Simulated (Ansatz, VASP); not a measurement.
## Two plane-wave programs on SnO2 (Cassiterite)

```xyz
6
Lattice="4.8003 0.0000 0.0000 0.0000 4.8003 0.0000 0.0000 0.0000 3.2284" Properties=species:S:1:pos:R:3 pbc="T T T"
Sn    2.4002    2.4002    1.6142
Sn    0.0000    0.0000    0.0000
O     3.8744    0.9260    1.6142
O     3.3262    3.3262    0.0000
O     0.9260    3.8744    1.6142
O     1.4742    1.4742    0.0000
```

Change from the starting cell: volume scaled by 1.04.

Alike in both runs: task single point; functional PBE; k mesh 6 × 6 × 8; occupations fermi-dirac, width 0.05 eV; no spin polarisation.

|  | VASP | Ansatz |
| --- | --- | --- |
| version | VASP 6.6.1 | Ansatz 0.2.0 |
| potentials or method | VASP PAW PBE potentials, release 64 (Sn_d, O) | Ansatz PAW |
| plane-wave cutoff (eV) | 520 | 420 |
| valence electrons in the cell | 52 | 52 |

VASP gave:

| Item | Value |
| --- | --- |
| gap on the k mesh at the Fermi level (eV) | 0.83 |
| least direct gap on the mesh (eV) | 0.83 |
| pressure (GPa) | 3.3 |
| largest component of the traceless stress (GPa) | 0.47 |
| rms of the force components (eV/Å) | 0.064 |

Which values does Ansatz return?

gap on the k mesh at the Fermi level (eV): 0.84; least direct gap on the mesh (eV): 0.84; pressure (GPa): 2.7; largest component of the traceless stress (GPa): 0.26; rms of the force components (eV/Å): 0.056.

Atom by atom the forces differ by 0.008 eV/Å (rms over components).

Caveats: spin-orbit coupling is left out, which moves the levels of the heavy elements; the pressure holds a Pulay correction of +0.8 GPa for the finite cutoff (Ansatz).
